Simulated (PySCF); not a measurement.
Species: C4H6O.
SMILES with atom numbers: `[CH2:1]=[CH:2][C:3]([CH3:4])=[O:5]` (hydrogens: H6, H7 on C1; H8 on C2; H9, H10, H11 on C4)

Geometry (PBE0-D3(BJ)/def2-SVP, Å), atoms numbered from 1 in this order:
```
atom  x, y, z in Å
C1     1.474   -0.765   -0.394
C2     1.062    0.446   -0.008
C3    -0.348    0.836    0.261
C4    -1.432   -0.205    0.117
O5    -0.602    1.975    0.587
H6     0.780   -1.596   -0.545
H7     2.532   -0.973   -0.576
H8     1.774    1.265    0.137
H9    -2.396    0.253    0.371
H10   -1.247   -1.063    0.781
H11   -1.471   -0.589   -0.914
```

Level: wB97X-D/def2-SVPD in PySCF, non-relativistic, on one gas-phase PBE0-D3(BJ)/def2-SVP geometry that isn't relaxed in the solvent. The solvent is an IEF-PCM continuum (van der Waals radii × 1.2). The model holds no explicit solvent molecules, cavitation or dispersion.

Gas phase at wB97X-D/def2-SVPD: HOMO -9.39 eV, LUMO 0.02 eV, dipole 3.45 D.

Q: What does the continuum do to the energy, the frontier levels and the dipole at wB97X-D/def2-SVPD in chloroform and acetonitrile?

A: 
```tsv
solvent	ε	E(solvent) − E(gas) (kcal/mol)	polarisation term (kcal/mol)	distortion of the solute (kcal/mol)	HOMO (eV)	LUMO (eV)	dipole (D)
chloroform	4.711	-4.27	-5.03	0.76	-9.50	0.08	4.37
acetonitrile	35.69	-5.92	-7.44	1.52	-9.56	0.09	4.77
```

Polarisation term: ½ Σ q·V over the induced surface charges. Distortion: the rise of the solute's own energy as its density leaves the gas-phase optimum. From chloroform to acetonitrile the lowering changes by a factor 1.39, Onsager's factor (ε − 1)/(2ε + 1) by 1.35 and ε itself by 7.6.

Q: Which radius a makes the point-dipole formula ΔE = −[(ε − 1)/(2ε + 1)]·μ²/a³ give the value in acetonitrile, with the gas-phase dipole?

A: μ = 1.355 au and |ΔE| = 0.00944 Eh give a = 2.40 Å; the farthest nucleus lies 2.75 Å from the centroid of the nuclei, so such a sphere wouldn't even hold the nuclei. The formula assumes a rigid point dipole at the centre of a sphere.

Q: Give the dipole vector in the frame of the coordinates (D, pointing from negative to positive charge), gas and acetonitrile.

A: Gas (0.84, -3.21, -0.94), solvent (1.16, -4.44, -1.31). Its length changes by +38 % and its direction by less than 1°.

Q: How does the static polarisability (wB97X-D/def2-SVPD, frozen core, with the continuum's full static response) change?

A: 
```
      medium  isotropic (au)  principal values (au)  ⟨r²⟩ of the electrons (bohr²)
         gas            53.3       37.6, 52.2, 70.2                          435.0
  chloroform            65.9       45.7, 62.7, 89.4                          434.8
acetonitrile            71.8       50.2, 67.2, 98.0                          434.7
```

The isotropic value in acetonitrile is 1.35 times the gas-phase one; no cavity-field correction is applied. ⟨r²⟩ is taken about the centre of nuclear charge.

Note: wB97X-D ran without an empirical dispersion term, which enters the total energy and its gradient alone.
